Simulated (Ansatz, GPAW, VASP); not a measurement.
Pt: programs and potentials compared

```
Pt
1.0
     0.00000    1.96090    1.96090
     1.96090    0.00000    1.96090
     1.96090    1.96090    0.00000
Pt
1
Direct
  0.00000 0.00000 0.00000
```

Alike in all runs: task single point; functional PBE; k mesh 12 × 12 × 12; occupations gaussian, width 0.012 eV; no spin polarisation; no spin-orbit coupling. Pressure is positive in compression and, in plane waves, holds the error of the finite cutoff, which Ansatz's Pulay term estimates and takes out.

```csv
program and potentials,plane-wave cutoff (eV),notes,band gap (eV),pressure (GPa)
"Ansatz, Ansatz PAW",420,18 valence electrons an atom on average; Pulay term of +0.08 GPa included,no gap,10.20
"VASP, PBE PAW files Pt, 520 eV",520,10 valence electrons an atom on average,no gap,9.67
"Ansatz, all-electron LAPW, scalar-relativistic",-,-,no gap,10.16
"GPAW, GPAW PAW data sets (gpaw-data 1.2.1)",600,16 valence electrons an atom on average,no gap,9.71
```

None finds a gap. The pressure spans 9.67 (VASP, PBE PAW files Pt, 520 eV) to 10.20 GPa (Ansatz, Ansatz PAW), with all-electron results at 10.16.

The functional is the same throughout but for its coding, so the spread measures potentials, basis and numerics; runs on potential files found faulty are left out.
